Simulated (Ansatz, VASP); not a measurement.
One calculation of CsH, two programs

INCAR

```
PREC = Accurate
ENCUT = 520
EDIFF = 1E-6
ISMEAR = 0
SIGMA = 0.05
LREAL = False
LASPH = True
NELM = 80
ALGO = Fast
ISIF = 2
LWAVE = False
LCHARG = False
GGA = PS
NBANDS = 12
```

File KPOINTS:

```
Automatic mesh
0
Gamma
  4 4 4
```

POSCAR

```
CsH
1.0
    0.0000000000      3.2566919208      3.2566919208
    3.2566919208      0.0000000000      3.2566919208
    3.2566919208      3.2566919208      0.0000000000
Cs H
1 1
Direct
    0.0000000000      0.0000000000      0.0000000000
    0.2500000000      0.2500000000      0.2500000000
```

Input for Ansatz:

```yaml
crystal:
  lattice:
    - [0.0, 3.2566919208, 3.2566919208]
    - [3.2566919208, 0.0, 3.2566919208]
    - [3.2566919208, 3.2566919208, 0.0]
  atoms:
    - { symbol: Cs, position: [0.0, 0.0, 0.0] }
    - { symbol: H, position: [0.25, 0.25, 0.25] }
basis:
  ecutwfc: 420
kpoints:
  mp_grid: { grid: [4, 4, 4] }
hamiltonian:
  xc: pbesol
scf:
  occupations: { method: gaussian, width: 0.05 }
output:
  forces: true
  stress: true
  eigenvalues: true
```

The cell comes from a database or a generator and needn't be the stable form of this composition.

Alike in both runs: task single point; functional PBEsol; k mesh 4 × 4 × 4; occupations gaussian, width 0.05 eV; no spin polarisation.

```csv
,VASP,Ansatz
version,VASP 6.6.1,Ansatz 0.2.0
potentials or method,"VASP PAW PBE potentials, release 64 (Cs_sv, H)","scalar-relativistic, plane waves, PAW"
plane-wave cutoff (eV),520,420
valence electrons in the cell,10,10
```

```csv
,VASP,Ansatz,Ansatz less VASP
gap on the k mesh at the Fermi level (eV),2.52,2.53,+0.007
least direct gap on the mesh (eV),2.66,2.67,+0.005
pressure (GPa),1.4,1.4,-0.01
```

Caveats: the PAW data sets were made with another functional, which shifts forces and pressure a little (VASP); spin-orbit coupling is left out, which moves the levels of the heavy elements. A k mesh can miss the band edges.
